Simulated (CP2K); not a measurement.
# PbS: band structure with LDA

PbS:

```
CELL_PARAMETERS angstrom
6.34207 0.00000 0.00000
-4.97778 3.92983 0.00000
0.00000 0.00000 4.27932
ATOMIC_POSITIONS crystal
Pb 0.13056 0.86944 0.25000
Pb 0.86944 0.13056 0.75000
S 0.35480 0.64520 0.25000
S 0.64520 0.35480 0.75000
```

Measurements of this composition are mostly on another form, of space group No. 225.

| Quantity | Value |
| --- | --- |
| Program | CP2K 2026.2 |
| Task | band structure |
| Functional | LDA |
| Potentials or basis | GTH_POTENTIALS Pb GTH-PADE-q4, S GTH-PADE-q6; TZVP-MOLOPT-PBE-GTH basis |
| Density cutoff | 6123 eV |
| k mesh | 7 × 7 × 6 |
| Occupations | fermi-dirac, width 0.01 eV |
| Spin | no spin polarisation |
| SCF solver | diagonalisation with k points |
| Quickstep method | GPW |
| EPS_DEFAULT | 1.0E-10 |
| EPS_SCF | 1.0E-6 |
| MAX_SCF | 100 |
| SCF_GUESS | ATOMIC |
| k points reduced by the point group | yes |
| Mesh centred on Gamma | yes |
| CHOLESKY | OFF |
| EPS_EIGVAL | 1.0E-7 |
| MIXING METHOD | BROYDEN_MIXING |
| MIXING ALPHA | 0.4 |
| NBUFFER | 8 |
| NGRIDS | 5 |
| Basis sets | Pb TZVP-MOLOPT-PBE-GTH-q4, S TZVP-MOLOPT-PBE-GTH-q6 |
| Potentials | Pb GTH-PADE-q4 of GTH_POTENTIALS, S GTH-PADE-q6 of GTH_POTENTIALS |
| ADDED_MOS | [14] |
| Points a segment of the path (NPOINTS) | 6 |
| Bands added on the path | 6 |
| MPI ranks | 4 |
| REL_CUTOFF (Ry) | 60 Ry |
| MIXING BETA (1/bohr) | 1.5 1/bohr |
| CUTOFF of the grids | 450 Ry |

```
Pressure                : -4.2 GPa
Largest force           : 0.277 eV/Å
Band gap on the k mesh  : 1.17 eV, indirect (least direct gap 1.48 eV)
Band gap along the path : 1.00 eV, indirect (least direct gap 1.19 eV)
Mulliken charges        : Pb +0.63; S -0.63 e
Hirshfeld charges       : Pb +0.25; S -0.25 e
```

Forces on the atoms (eV/Å):
```
Pb   0.262 -0.091  0.000
Pb  -0.262  0.091  0.000
S   -0.161  0.056  0.000
S    0.161 -0.056  0.000
```

Stress tensor (GPa, compression positive):
```
-4.01 -0.03  0.00
-0.03 -4.09  0.00
 0.00  0.00 -4.43
```

Levels at the corners of the path, in eV from the valence-band top:
```tsv
point	band 6	band 7	band 8	band 9	band 10	band 11	band 12	band 13	band 14	band 15
Γ	-2.93	-2.36	-1.58	-1.38	-0.41	4.64	4.83	4.89	5.57	5.73
X	-1.38	-1.38	-1.23	-0.70	-0.23	1.54	1.76	1.96	2.63	3.35
S	-2.05	-1.36	-1.17	-0.39	-0.37	1.67	1.78	2.09	2.94	3.05
R	-4.37	-3.13	-3.13	-1.42	-1.42	3.35	3.35	5.28	5.28	6.46
A	-4.39	-2.78	-2.78	-1.46	-1.46	3.20	3.20	5.73	5.73	6.39
Z	-2.79	-1.11	-1.11	-0.12	-0.12	1.73	1.73	2.69	2.69	5.00
Γ	-2.93	-2.36	-1.58	-1.38	-0.41	4.64	4.83	4.89	5.57	5.73
Y	-2.62	-2.01	-1.81	-1.20	-0.39	1.00	4.48	4.96	5.04	5.45
X1	-1.38	-1.38	-1.23	-0.70	-0.23	1.54	1.76	1.96	2.63	3.35
A1	-4.39	-2.78	-2.78	-1.46	-1.46	3.20	3.20	5.73	5.73	6.39
T	-1.24	-1.21	-1.21	-0.50	-0.50	1.62	1.62	3.08	3.08	3.45
Y	-2.62	-2.01	-1.81	-1.20	-0.39	1.00	4.48	4.96	5.04	5.45
Z	-2.79	-1.11	-1.11	-0.12	-0.12	1.73	1.73	2.69	2.69	5.00
T	-1.24	-1.21	-1.21	-0.50	-0.50	1.62	1.62	3.08	3.08	3.45
```

Run time: 9.8 s on 4 MPI ranks on Arm Neoverse V2, with other jobs on the host.

Caveat: Mulliken charges move with the basis; spin-orbit coupling is left out, which as a rule narrows the gap of such compounds by several tenths of an eV; the mesh misses the band edges, which the band path finds closer together; the basis of atomic orbitals isn't converged, which shifts pressures, moduli and gaps.
